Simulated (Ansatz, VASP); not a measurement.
# One calculation of N, two programs

```
CELL_PARAMETERS angstrom
2.55263 0.00000 0.00000
-1.27631 2.21064 0.00000
0.00000 0.00000 2.47819
ATOMIC_POSITIONS crystal
N 0.33333 0.66667 0.75000
N 0.66667 0.33333 0.25000
```

Change from the starting cell: volume scaled by 1.04.

Alike in both runs: task single point; functional PBE; k mesh 12 × 12 × 11; occupations fermi-dirac, width 0.05 eV; no spin polarisation.

|  | VASP | Ansatz |
| --- | --- | --- |
| version | VASP 6.6.1 | Ansatz 0.2.0 |
| potentials or method | VASP PAW PBE potentials, release 64 (N), cutoff 520 eV | all-electron LAPW, scalar-relativistic |

```tsv
	VASP	Ansatz	Ansatz less VASP
gap on the k mesh at the Fermi level (eV)	none	none	-
pressure (GPa)	1.9	1.8	-0.10
largest component of the traceless stress (GPa)	9.31	9.41	+0.097
```

A gap of «none» marks a metal or a gap that the smearing closes. Ansatz ran all-electron here, so the differences hold the error of VASP's frozen core and of both bases.
